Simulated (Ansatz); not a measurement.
# Random displacements in Bi2Se3

Method: DFT LDA, scalar-relativistic, plane waves, PAW (Ansatz 0.2.0). Cutoff 350 eV, Γ-centred 6×6×6 k-points, Gaussian smearing of 0.03 eV. The mesh is coarse. Spin–orbit coupling is left out, which matters for the heavy elements here. The cutoff lies under the one recommended for these potentials. No spin polarisation. Energies are free energies at this smearing, counted from the undisturbed cell; pressure is positive in compression.

Zero of the scan (as given, not relaxed at this level):

```
Bi Se
1.0
     2.07150    1.19598    9.54533
    -2.07150    1.19598    9.54533
     0.00000   -2.39196    9.54533
Bi Se
2 3
Direct
  0.40080 0.40080 0.40080
  0.59920 0.59920 0.59920
  0.00000 0.00000 0.00000
  0.21170 0.21170 0.21170
  0.78830 0.78830 0.78830
```

The atoms are displaced (Å, in the unstrained cell):

| atom | ux | uy | uz |
| --- | --- | --- | --- |
| Bi1 | 0.254 | 0.312 | 0.025 |
| Bi2 | -0.127 | 0.056 | -0.299 |
| Se3 | 0.215 | 0.112 | -0.199 |
| Se4 | -0.010 | -0.265 | 0.582 |
| Se5 | -0.332 | -0.215 | -0.109 |

The cell is not strained.

**Question.** What are the energy change, the stress and the forces?

**Answer.** ΔE = 778.9 meV/atom; stress (xx, yy, zz, yz, xz, xy; compression positive) (22.75, 12.37, 5.55, -1.10, 2.58, -5.75) GPa; gap on the mesh 0.08 eV.
```tsv
atom	Fx (eV/Å)	Fy	Fz
Bi1	-0.23	-1.59	-3.44
Bi2	3.21	-3.24	4.57
Se3	-0.47	-0.82	0.90
Se4	-2.94	3.89	-4.76
Se5	0.43	1.77	2.72
```

Cost: 1 run of about 0.77 core-minutes, on Arm Neoverse V2 (shared hosts).